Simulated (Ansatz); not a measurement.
# Sc: the cost of one run

Computed with the Python package of Ansatz 0.2.0. Level of theory: DFT PBE, plane waves, PAW.

**1. The structure**

The structure is hexagonal, space group P6_3/mmc (No. 194). The conventional cell has a = 3.309 Å, b = 3.309 Å, c = 5.273 Å, α = 90.00°, β = 90.00°, γ = 120.00°. Sc (site symmetry -6m2) has 12 Sc at 3.26 to 3.31 Å in its first shell of neighbours.

No structure file is read: the coordinates are typed or built in the script.

**2. Script**

sc.py

```python
'''Cell relaxation of Sc.'''

import warnings

import ansatz as az
import numpy as np

params = {
    'cutoff': 420,
    'filling': 'fermi_dirac',
    'xc': 'pbe',
    'mesh': (12, 12, 7),
    'force_tol': 0.05,
}

def edges_and_angles(cell):
    cell = np.asarray(cell)
    a, b, c = np.linalg.norm(cell, axis=1)
    cosines = cell[1] @ cell[2] / (b * c), cell[0] @ cell[2] / (a * c), cell[0] @ cell[1] / (a * b)
    return (a, b, c, *np.degrees(np.arccos(cosines)))


def main() -> None:
    warnings.simplefilter('ignore', az.DeckWarning)

    lattice = az.Lattice.of(
        (3.309, 0.0, 0.0),
        (-1.6545, 2.865678, 0.0),
        (0.0, 0.0, 5.2733),
    )
    sites = [
        ('Sc', (1 / 3, 2 / 3, 0.25)),
        ('Sc', (2 / 3, 1 / 3, 0.75)),
    ]
    xtal = az.Crystal(lattice=lattice)
    for symbol, position in sites:
        xtal = xtal.atom(symbol, position)

    # shape and ions at fixed volume
    job = (
        xtal.calculation()
        .basis(params['cutoff'])
        .occupations(params['filling'], width=150 * az.meV)
        .functional(params['xc'])
        .kpoints(mesh=params['mesh'])
        .relax(force_tolerance=params['force_tol'], fix_cell=['volume'])
    )
    steps = []


    def collect(event):
        if event['event'] == 'relax_step':
            steps.append(event['data'])


    result = job.session().plan().execute(on_event=collect)
    data = result.report
    for s in steps:
        flag = '' if s['accepted'] else '  (rejected)'
        print('step %2d  E = %.5f eV  largest force component = %.4f eV/A%s' % (s['step'], s['lagrangian_ev'], s['allowed_force_max_ev_ang'], flag))

    first, last = steps[0], steps[-1]
    symbols = [site.symbol for site in result.lattice.sites]
    print(f'energy gained {first["lagrangian_ev"] - last["lagrangian_ev"]:.4f} eV in {len(steps) - 1} steps')
    for label, vectors in (('before', first['cell_ang']), ('after', result.lattice.cell_ang)):
        print(label, 'a b c (A) {:.4f} {:.4f} {:.4f}  angles {:.2f} {:.2f} {:.2f}'.format(*edges_and_angles(vectors)), f' V = {abs(np.linalg.det(vectors)):.3f} A^3')
    print('final stress xx yy zz (GPa, compression positive):', np.round(np.diag(data['stress_gpa']), 3) + 0.0)

    change = np.array(last['positions_ang']) @ np.linalg.inv(last['cell_ang']) - np.array(first['positions_ang']) @ np.linalg.inv(first['cell_ang'])
    moved = np.linalg.norm(change @ np.array(last['cell_ang']), axis=1)
    print('displacement within the cell, strain taken out (A):', ' '.join(f'{s}:{d:.3f}' for s, d in zip(symbols, moved)))

    print('relaxed fractional positions')
    for site in result.lattice.sites:
        print(f'  {site.symbol:2s}', ' '.join(f'{v % 1:8.5f}' for v in np.round(site.position_frac, 5)))

    print('%-22s %14.5f eV' % ('F = E - TS', data['free_energy_ev']))
    print('%-22s %14.5f eV' % ('E', data['internal_energy_ev']))
    print('%-22s %14.5f eV' % ('Harris-Foulkes', data['harris_foulkes_ev']))
    print('%-22s %14.5f eV' % ('Fermi level', data['fermi_energy_ev']))


if __name__ == '__main__':
    main()
```

**3. The calls as engine input**

The package turns the script's settings into the engine's input:

```yaml
crystal:
  lattice:
    - [3.309, 0.0, 0.0]
    - [-1.6545, 2.865678, 0.0]
    - [0.0, 0.0, 5.2733]
  atoms:
    - { symbol: Sc, position: [0.3333333333333333, 0.6666666666666666, 0.25] }
    - { symbol: Sc, position: [0.6666666666666666, 0.3333333333333333, 0.75] }
basis:
  ecutwfc: 420.0
kpoints:
  mp_grid:
    grid: [12, 12, 7]
hamiltonian:
  xc: pbe
scf:
  occupations:
    method: fermi_dirac
    width: 0.15
relax:
  f_tol: 0.05
  cell:
    fix: [volume]
```

**4. Running it**

Command:

```
$ python sc.py
```

**Question.** How long does this script take on 1 thread of Intel Xeon Platinum 8375C at 2.90GHz (Ice Lake), shared host, and how much memory does it need?

About 11 s, with a peak of 0.45 GiB.
